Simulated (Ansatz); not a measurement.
ZrO$_{2}$ (P4_2/nmc): the size of the finite step

```
CELL_PARAMETERS angstrom
3.60146 0.00000 0.00000
0.00000 3.60146 0.00000
0.00000 0.00000 5.22813
ATOMIC_POSITIONS crystal
Zr 0.00000 0.00000 0.00000
Zr 0.50000 0.50000 0.50000
O 0.00000 0.50000 0.19678
O 0.00000 0.50000 0.69678
O 0.50000 0.00000 0.30322
O 0.50000 0.00000 0.80322
```

Unless marked otherwise, the numbers come from r²SCAN, PAW on Ansatz 0.2.0's default frozen-core files (fitted under PBE), scalar-relativistic. k mesh 6×6×4, strains of ±0.008, fixed occupations, cutoff 500 eV. The cell was relaxed by PAW under this functional.

(1) Elastic constants come from stresses at strains of ±0.008 (two-point stencil): C11 = 374.9, C12 = 227.9, C13 = 63.0, C33 = 298.0, C44 = 27.2, C66 = 171.0 GPa. What does an amplitude of 0.08 give?

Results:

(1) C11 = 377.4, C12 = 232.1, C13 = 65.5, C33 = 323.1, C44 = 22.1, C66 = 168.7 GPa. A large step picks up anharmonic terms.

Caveats: frozen-core PAW files fitted under PBE, their cores solved anew for the functional of the run; this form is stable only when hot or under pressure; cold crystals distort or take another structure.
